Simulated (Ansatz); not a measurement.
# SiO2 — core-level photoemission

Cell: a structure deposited in the COD, its atoms then relaxed with PBE in this cell, repeated to a supercell; a hole's nearest image is 6.1 Å away.

Space group Pbcn (No. 60); a = 4.0970, b = 5.0462, c = 4.4946 Å.

```csv
site,Wyckoff,site symmetry,x,y,z
Si1,4c,.2.,0.0000,0.1524,0.7500
O9,8d,1,0.7316,0.6172,0.4200
```

One atom of each set is listed; the run and its k-mesh use a cell of 24 atoms with edges of 6.76, 6.08, 6.50 Å.

The numbers come from a DFT calculation in Ansatz (PBE, plane waves and PAW, scalar-relativistic, 420 eV cutoff, Γ-centred 4×4×4 k-points, fixed occupations).

Each value is a total-energy difference between the cell with one core hole and the ground state (ΔSCF), counted from the top of the valence band. The valence electrons get no spin in the cell with the hole, so they can't polarise against the unpaired core electron; that puts absolute values high, by some tenths of an eV and in some cases by about 1 eV. The periodic images are corrected with the calculated ε∞ = 3.45, 3.54, 3.58.

(1) What binding energies does the calculation give for Si 2p, O 1s?

Absolute PBE values can be off by an eV or more. Multiplets, satellites and widths aren't calculated.

The cell isn't at the calculated equilibrium (pressure 6 GPa in the ground-state run).

The run took 2.4 min of wall time (2.4 min of CPU time) and 0.68 GiB at its peak, on 1 thread of Arm Neoverse V2 (aarch64; 8 cores open to the job, memory cap 3.0 GiB, no GPU), a shared host with a load of 0.5 a core.

## Answers

(1) 

| line | atom | first shell | E_B (eV) | j = l + ½ / j = l − ½ (eV) |
| --- | --- | --- | --- | --- |
| Si 2p | 1 | 6 O at 1.77–1.83 Å | 101.0 | 100.8 / 101.4 |
| O 1s | 9 | 3 Si at 1.77–1.83 Å | 529.3 | – |

For p, d and f shells E_B is the weighted mean of the two lines, whose splitting comes from the free atom's Dirac orbitals.
